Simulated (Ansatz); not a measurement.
# Ta$_{2}$Si: enthalpy against pressure

Ta$_{2}$Si, I4/mcm, a = 6.137 Å, c = 5.040 Å. The structure is a Materials Project entry; whether it is the stable form wasn't checked. Ansatz: PBEsol, PAW, 420 eV, Γ-centred 10×10×10 mesh on 6 atoms, Gaussian smearing 0.10 eV; no spin polarisation. Cell and atoms are relaxed at each pressure, and no other structure is tried, so the rows at high pressure may lie past a change of phase. y is the enthalpy over the state at zero pressure; there V0 = 15.816 Å³/atom. The pressures are the targets, met within 0.02 GPa.

```tsv
P (GPa)	y (eV/atom)
-2.0	-0.1983
0.0	0.0000
2.0	0.1966
5.0	?
10.0	0.9669
20.0	1.8981
40.0	3.6738
```

Fit y = c1 P + c2 P² + c3 P³ to the other rows, say what c1 and c2 mean, and predict the missing value.

Least squares on the rows shown. y = 0.098676 P − 0.00020652 P² + 8.9369×10⁻⁷ P³. Since dH/dP = V, c1 is V0: 0.098676 eV/GPa × 160.2 = 15.808 Å³ against 15.816; c2 = −V0/(2B0) gives B0 = 239 GPa, where a Birch–Murnaghan fit to the volumes of the same runs (not shown) gives 227 GPa: a cubic over this range folds the higher terms into c2. At P = 5.0 the fit asked for gives 0.4883 eV/atom. The run gave 0.4883 eV/atom, the same to the digits shown.

Spin–orbit coupling is left out, which can shift energies with elements as heavy as these.